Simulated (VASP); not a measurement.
Wanted: the native input for a VASP 6.6.1 run.

- Task: single point
- Functional: r2SCAN
- Potentials or basis: VASP PAW PBE potentials, release 64 (Cd, O)
- Cutoff: 520 eV
- k mesh: 4 × 4 × 4
- Occupations: gaussian, width 0.1 eV
- Spin: no spin polarisation
- Dipole correction: no
- Further INCAR settings: ALGO = Normal; EDIFF = 1e-06; NBANDS = 39

Cd2O:

```
Cd O
1.0
     3.29108    0.00000    0.00000
     0.00000    3.29108    0.00000
     0.00000    0.00000    9.73791
Cd O
4 2
Direct
  0.00000 0.50000 0.15126
  0.00000 0.50000 0.65126
  0.50000 0.00000 0.34874
  0.50000 0.00000 0.84874
  0.00000 0.00000 0.00000
  0.50000 0.50000 0.50000
```

The cell was built by a generator and needn't be a form met in nature.

The input as run:

POSCAR

```
Cd2O
1.0
    3.2910774251      0.0000000000      0.0000000000
    0.0000000000      3.2910774251      0.0000000000
    0.0000000000      0.0000000000      9.7379090439
Cd O
4 2
Direct
    0.0000000000      0.5000000000      0.1512614732
    0.0000000000      0.5000000000      0.6512614732
    0.5000000000      0.0000000000      0.3487385268
    0.5000000000      0.0000000000      0.8487385268
    0.0000000000      0.0000000000      0.0000000000
    0.5000000000      0.5000000000      0.5000000000
```

INCAR.step1

```
PREC     = Accurate       # precision mode
ENCUT    = 520            # plane-wave cutoff, eV
ISMEAR   = 0              # smearing method
SIGMA    = 0.1            # smearing width, eV
LREAL    = F              # projectors in reciprocal space
LASPH    = T              # aspherical terms in the spheres
NELM     = 100            # most SCF steps
NBANDS   = 39             # bands
GGA      = PE             # functional
ALGO     = Normal         # electronic algorithm
EDIFF    = 1E-4           # SCF threshold, eV
LWAVE    = T              # write WAVECAR
LCHARG   = F              # write CHGCAR
```

INCAR.step2

```
PREC     = Accurate       # precision mode
ENCUT    = 520            # plane-wave cutoff, eV
EDIFF    = 1E-6           # SCF threshold, eV
ISMEAR   = 0              # smearing method
SIGMA    = 0.1            # smearing width, eV
LREAL    = F              # projectors in reciprocal space
LASPH    = T              # aspherical terms in the spheres
NELM     = 100            # most SCF steps
ALGO     = Normal         # electronic algorithm
ISIF     = 2              # what is computed and relaxed
LWAVE    = F              # write WAVECAR
LCHARG   = F              # write CHGCAR
METAGGA  = R2SCAN         # meta-GGA
LMIXTAU  = T            
NBANDS   = 39             # bands
ISTART   = 1
```

KPOINTS

```
regular mesh
0
Gamma
  4 4 4
```

Potentials or basis: VASP PAW PBE potentials, release 64 (Cd, O).

Launch:

```bash
$ cat potpaw_PBE.64/Cd/POTCAR potpaw_PBE.64/O/POTCAR > POTCAR
$ cp INCAR.step1 INCAR
$ mpirun -np 1 vasp_std > vasp.out
$ cp INCAR.step2 INCAR
$ mpirun -np 1 vasp_std > vasp.out
```

It gave:

- Pressure: 1.2 GPa
- Largest force: 0.102 eV/Å
- Band gap on the k mesh: none (metal or under the smearing width)

Caveat: the k mesh is coarse (spacing up to 0.48 Å⁻¹), so the values aren't converged; the PAW data sets were made with another functional, which shifts forces and pressure a little.

Wall time 3.1 min on 1 thread of Intel(R) Xeon(R) Platinum 8559C (Emerald Rapids), with other jobs on the host, peak memory 0.23 GiB.
